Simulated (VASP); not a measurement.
# Ce (Im-3m) in VASP: further runs, part 2 of 3

VASP 6.6.1.

## 3. Single point, PBE, collinear spin, ferromagnetic start

This run uses another cell than the first one, of the same volume but with other edges.

INCAR reads:

```
PREC     = Accurate       # precision mode
ENCUT    = 700            # plane-wave cutoff, eV
EDIFF    = 1E-6           # SCF threshold, eV
ISMEAR   = 0              # smearing method
SIGMA    = 0.2            # smearing width, eV
LREAL    = F              # projectors in reciprocal space
LASPH    = T              # aspherical terms in the spheres
NELM     = 100            # most SCF steps
ALGO     = Normal         # electronic algorithm
ISIF     = 2              # what is computed and relaxed
LWAVE    = F              # write WAVECAR
LCHARG   = F              # write CHGCAR
ISPIN    = 2              # spin polarisation
MAGMOM   = 1              # initial moments
LORBIT   = 11             # projections on sites
LMAXMIX  = 6              # l up to which the mixer works
GGA      = PE             # functional
NBANDS   = 16             # bands
ADDGRID  = F
```

KPOINTS reads:

```
regular mesh
0
Gamma
  3 3 3
```

POSCAR reads:

```
Ce
1.0
   -1.9432985503      1.9432985503      1.9432985503
    1.9432985503     -1.9432985503      1.9432985503
    1.9432985503      1.9432985503     -1.9432985503
Ce
1
Direct
    0.0000000000      0.0000000000      0.0000000000
```

Potentials or basis: VASP PAW PBE potentials, release 64 (Ce).

Run with:

```sh
$ cat potpaw_PBE.64/Ce/POTCAR > POTCAR
$ mpirun -np 1 vasp_std > vasp.out
```

OUTCAR:

```text
PREC = Accurate
   ENCUT = 700
   EDIFF = 1E-6
   ISMEAR = 0
   LREAL = F
   LASPH = T
   NELM = 100
   ISIF = 2
   ISPIN = 2
   LORBIT = 11
   GGA = PE

 Found      4 irreducible k-points:

 Following reciprocal coordinates:
            Coordinates               Weight
  0.000000  0.000000  0.000000      1.000000
  0.333333  0.000000  0.000000     12.000000
  0.333333  0.333333  0.000000      8.000000
 -0.333333  0.333333  0.333333      6.000000
   k-points           NKPTS =      4   k-points in BZ     NKDIM =      4   number of bands    NBANDS=     16
   number of dos      NEDOS =    301   number of ions     NIONS =      1
   total plane-waves  NPLWV =  27000
   dimension x,y,z NGX =    30 NGY =   30 NGZ =   30
   dimension x,y,z NGXF=    60 NGYF=   60 NGZF=   60
   ions per type =               1
   NGX,Y,Z   is equivalent  to a cutoff of  14.82, 14.82, 14.82 a.u.
   NGXF,Y,Z  is equivalent  to a cutoff of  29.63, 29.63, 29.63 a.u.
 SYSTEM =  unknown system
   PREC   = accura    normal or accurate (medium, high low for compatibility)
   ISTART =      0    job   : 0-new  1-cont  2-samecut
   ICHARG =      2    charge: 1-file 2-atom 10-const
   ISPIN  =      2    spin polarized calculation?
   LNONCOLLINEAR =      F non collinear calculations
   LSORBIT =      F    spin-orbit coupling
   LASPH  =      T    aspherical Exc in radial PAW
   ENCUT  =  700.0 eV  51.45 Ry    7.17 a.u.   7.26  7.26  7.26*2*pi/ulx,y,z
   NELM   =    100;   NELMIN=  2; NELMDL= -5     # of ELM steps
   EDIFF  = 0.1E-05   stopping-criterion for ELM
   LREAL  =      F    real-space projection
   EDIFFG = 0.1E-04   stopping-criterion for IOM
   NSW    =      0    number of steps for IOM
   IBRION =     -1    ionic relax: 0-MD 1-quasi-New 2-CG
   NFREE  =      0    steps in history (QN), initial steepest desc. (CG)
   ISIF   =      2    stress and relaxation
   ISYM   =      2    0-nonsym 1-usesym 2-fastsym
   POTIM  = 0.5000    time-step for ionic-motion
   TEBEG  =    0.0;   TEEND  =   0.0 temperature during run
   PSTRESS=    0.0 pullay stress
   NELECT =      12.0000    total number of electrons
   NUPDOWN=      -1.0000    fix difference up-down
   EMIN   =  10.00;   EMAX   =-10.00  energy-range for DOS
   EFERMI =   0.00;   METHOD = LEGACY
   ISMEAR =     0;   SIGMA  =   0.20  broadening in eV -4-tet -1-fermi 0-gaus
   EFERMI_NEDOS =   21; number of points for ismear=-14 and -15
   IALGO  =     38    algorithm
   IMIX   =      4    mixing-type and parameters
     AMIX     =   0.40;   BMIX     =  1.00
     AMIX_MAG =   1.60;   BMIX_MAG =  1.00
  volume/ion in A,a.u.               =      29.35       198.10
  Fermi-wavevector in a.u.,A,eV,Ry     =   1.214998  2.296014 20.085209  1.476221
  Thomas-Fermi vector in A             =   2.350400
   LORBIT       =     11    0 simple, 1 ext, 2 COOP (PROOUT), +10 PAW based schemes
   GGA     = PE    functional components
   LHFCALC =     F    Hartree Fock is set to
   AEXX    =    0.0000 exact exchange contribution
   IVDW    =     0    specifies the selected vdW correction
   LEPSILON=     F    determine dielectric tensor
   LRPA    =     F    only Hartree local field effects (RPA)
 spin polarized calculation
 Gauss-broadening in eV      SIGMA  =   0.20
  energy-cutoff  :      700.00
  volume of cell :       29.35
 maximum number of plane-waves:      1253
 NGX is ok and might be reduce to    30

 number of electron      12.0000000 magnetization       1.0271253

 Free energy of the ion-electron system (eV)
  ---------------------------------------------------
  ext. energy  EPLUGINS =         0.00000000
  ---------------------------------------------------
  free energy    TOTEN  =        -6.00968417 eV

  energy without entropy =       -5.90244554  energy(sigma->0) =       -5.95606485

 E-fermi :   8.3849     XC(G=0): -10.7662

 val. band max:        8.3562079057   @ k =   0.3333   0.3333   0.0000
 cond. band min:       8.5073507708   @ k =   0.3333   0.0000   0.0000
 fundamental gap:      0.1511428651
 Fermi energy:         8.3848968942

 spin component 1

 k-point     1 :       0.0000    0.0000    0.0000
  band No.  band energies     occupation
      1     -26.4556      1.00000
      2      -8.0073      1.00000
      3      -8.0073      1.00000
      4      -8.0073      1.00000
      5       5.0810      1.00000
      6       8.2508      0.82843
[... 8 lines left out ...]
     15       9.9443      0.00000
     16      12.6873      0.00000

 k-point     2 :       0.3333    0.0000    0.0000
  band No.  band energies     occupation
      1     -26.1687      1.00000
      2      -9.7046      1.00000
      3      -8.5227      1.00000
      4      -8.0392      1.00000
      5       6.4202      1.00000
      6       7.9990      0.99682
[... 8 lines left out ...]
     15      12.8234      0.00000
     16      13.3750      0.00000

 k-point     3 :       0.3333    0.3333    0.0000
  band No.  band energies     occupation
      1     -26.0178      1.00000
      2      -9.5635      1.00000
      3      -9.5635      1.00000
      4      -8.3007      1.00000
      5       7.2832      1.00000
      6       8.3562      0.58038
[... 8 lines left out ...]
     15      13.6664      0.00000
     16      13.6664      0.00000

 k-point     4 :      -0.3333    0.3333    0.3333
  band No.  band energies     occupation
      1     -25.9481      1.00000
      2      -9.4685      1.00000
      3      -9.1050      1.00000
      4      -9.1050      1.00000
      5       6.5091      1.00000
      6       7.5062      1.00000
[... 8 lines left out ...]
     15      12.2857      0.00000
     16      13.9505      0.00000
 Fermi energy:         8.3848968942

 spin component 2

 k-point     1 :       0.0000    0.0000    0.0000
  band No.  band energies     occupation
      1     -26.0408      1.00000
      2      -7.6470      1.00000
      3      -7.6470      1.00000
      4      -7.6470      1.00000
      5       5.3935      1.00000
      6       8.9344      0.00005
[... 8 lines left out ...]
     15      10.2031      0.00000
     16      12.9187      0.00000

 k-point     2 :       0.3333    0.0000    0.0000
  band No.  band energies     occupation
      1     -25.7488      1.00000
      2      -9.3642      1.00000
      3      -8.1688      1.00000
      4      -7.6806      1.00000
      5       6.7163      1.00000
      6       8.3502      0.59692
[... 8 lines left out ...]
     15      13.0832      0.00000
     16      13.6444      0.00000

 k-point     3 :       0.3333    0.3333    0.0000
  band No.  band energies     occupation
      1     -25.5951      1.00000
      2      -9.2225      1.00000
      3      -9.2225      1.00000
      4      -7.9453      1.00000
      5       7.5748      1.00000
      6       8.8306      0.00081
[... 8 lines left out ...]
     15      13.9492      0.00000
     16      13.9492      0.00000

 k-point     4 :      -0.3333    0.3333    0.3333
  band No.  band energies     occupation
      1     -25.5243      1.00000
      2      -9.1257      1.00000
      3      -8.7577      1.00000
      4      -8.7577      1.00000
      5       6.8109      1.00000
      6       7.7976      0.99998
[... 8 lines left out ...]
     15      12.6165      0.00000
     16      14.2478      0.00000

------------------------ aborting loop because EDIFF is reached ----------------------------------------

  FORCE on cell =-STRESS in cart. coord.  units (eV):
  Direction    XX          YY          ZZ          XY          YZ          ZX
  --------------------------------------------------------------------------------------
  -------------------------------------------------------------------------------------
  Total       -1.4140510     -1.4140510     -1.4140510     -0.0000000     -0.0000000      0.0000000
  in kB      -77.1786334    -77.1786334    -77.1786334     -0.0000000     -0.0000000      0.0000000
  external PRESSURE =     -77.1786334 kB  Pullay stress =       0.0000000 kB

 VOLUME and BASIS-vectors are now :
 -----------------------------------------------------------------------------
  energy-cutoff  :      700.00
  volume of cell :       29.35
      direct lattice vectors                 reciprocal lattice vectors
    -1.943298550  1.943298550  1.943298550     0.000000000  0.257294485  0.257294485
     1.943298550 -1.943298550  1.943298550     0.257294485  0.000000000  0.257294485
     1.943298550  1.943298550 -1.943298550     0.257294485  0.257294485  0.000000000

 POSITION                                       TOTAL-FORCE (eV/Angst)
 -----------------------------------------------------------------------------------
      0.00000      0.00000      0.00000         0.000000      0.000000     -0.000000
 -----------------------------------------------------------------------------------
    total drift:                               -0.000000     -0.000000      0.000000

  FREE ENERGIE OF THE ION-ELECTRON SYSTEM (eV)
  ---------------------------------------------------
  free  energy   TOTEN  =        -6.0096841656 eV

  energy  without entropy=       -5.9024455385  energy(sigma->0) =       -5.95606485

 total charge

# of ion       s       p       d       f       tot
--------------------------------------------------
    1        2.076   5.542   1.231   1.007   9.856

 magnetization (x)

# of ion       s       p       d       f       tot
--------------------------------------------------
    1       -0.000   0.006   0.083   0.784   0.873
```

It took 8.4 s on 1 thread of Intel Xeon 6975P-C (Granite Rapids), shared host; peak memory 0.19 GiB.

These settings aren't checked as converged: the numbers below hold their error.

What came out:

```
Free energy                                           : -6.0097 eV
Pressure                                              : -7.7 GPa
Band gap on the k mesh                                : none (metal or under the smearing width)
Net moment                                            : 1.03 μB per cell
Site moments                                          : Ce +0.87 μB
Valence electrons inside the program's atomic spheres : Ce 9.86
```

Caveat: the k mesh is coarse (spacing up to 0.76 Å⁻¹), so the values aren't converged; the magnetic or orbital state may not be the lowest; spin-orbit coupling is left out, which moves the levels of the heavy elements.

(Part 2 of 3 ends here.)
